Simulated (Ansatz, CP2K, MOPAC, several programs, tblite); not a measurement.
Energy against volume for SrO built on the zincblende prototype, at fixed shape and fractional coordinates, computed by several methods (PBE and r2SCAN, where shown, with plane waves in Ansatz); the cell shown is that of r2SCAN. The symmetry is F-43m (No. 216, cubic); a = 5.585 Å in the conventional setting, 21.77 Å³ an atom. Around Sr lie 4 O at 2.42 Å; around O lie 4 Sr at 2.42 Å. Simulation only: spin-unpolarised, and no claim that this is the phase found in nature. Energies count from each curve's lowest point; fits are third-order Birch-Murnaghan.

Space group F-43m (No. 216). a = 5.585 Å, b = 5.585 Å, c = 5.585 Å, α = 90.00°, β = 90.00°, γ = 90.00°
```json
{"atom": "Sr", "site": "4a", "symmetry": "-43m", "x": "0.0000", "y": "0.0000", "z": "0.0000"}
{"atom": "O", "site": "4d", "symmetry": "-43m", "x": "0.2500", "y": "0.2500", "z": "0.7500"}
```

PM7 (MOPAC), on the shape of the cell shown, as a cluster of 64 atoms at the zone centre:
```
V (Å³/atom)  E (meV/atom)
     19.158          0.00
     20.465        184.43
     21.771        349.30
     23.077        512.30
     24.383        702.56
```
The lowest point is an end point, so the minimum isn't bracketed.

light PBE (260 eV, its own mesh), on the shape of the cell shown:
```tsv
V (Å³/atom)	E (meV/atom)
20.029	69.36
20.900	14.74
21.771	10.44
22.642	0.00
23.513	9.85
24.383	38.26
```
The points scatter about a smooth fit, as a low cutoff and a light mesh can make them, so no fit is quoted.

GFN2-xTB (tblite), on the shape of the cell shown, as a cluster of 64 atoms at the zone centre:
```
V (Å³/atom)  E (meV/atom)
     19.158          0.00
     20.465         64.65
     21.771        131.65
     23.077        199.78
     24.383        267.97
```
This method closes the gap of a crystal that DFT finds insulating, so its curve rests on a wrong state.
The lowest point is an end point, so the minimum isn't bracketed.

r2SCAN, on the shape of its own relaxed cell:
```tsv
V (Å³/atom)	E (meV/atom)
20.465	17.72
21.118	4.19
21.771	0.00
22.424	3.85
23.077	14.58
```
V₀ = 21.77 Å³ an atom and B₀ = 66 GPa.

Q: PBE/DZVP (CP2K), on the shape of the cell shown, gives
```tsv
V (Å³/atom)	E (meV/atom)
19.158	110.36
20.465	32.48
21.771	0.00
23.077	0.59
24.383	26.56
```
What equilibrium volume and bulk modulus follow?

A: V₀ = 22.37 Å³ an atom and B₀ = 61 GPa.

Spin-orbit coupling is left out.
